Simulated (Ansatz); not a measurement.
The system is GaP.

```
CELL_PARAMETERS angstrom
0.00000 2.72525 2.72525
2.72525 0.00000 2.72525
2.72525 2.72525 0.00000
ATOMIC_POSITIONS crystal
Ga 0.00000 0.00000 0.00000
P 0.75000 0.75000 0.75000
```

Base run:

```yaml
Program: Ansatz 0.2.0
Functional: PBEsol
Potentials_or_basis: all-electron PAW datasets made for the crystal
Cutoff: 240 eV (chosen from the basis error)
k_mesh: 6 × 6 × 6
Occupations: fermi-dirac, width 0.05 eV
Spin: no spin polarisation
```

Its results: band gap on the k mesh 1.51 eV, indirect (least direct gap 1.74 eV); pressure -0.5 GPa.

Problem. The run is repeated on the same cell with these changes: functional from PBEsol to HSE06; cutoff from 240 eV (chosen from the basis error) to 270 eV (chosen from the basis error). What comes out?

Solution. Band gap on the k mesh 2.29 eV, indirect (least direct gap 2.81 eV); pressure 0.7 GPa.

HSE06 gives the wider gap, since exact exchange removes part of the self-interaction.

A k mesh can miss the band edges.
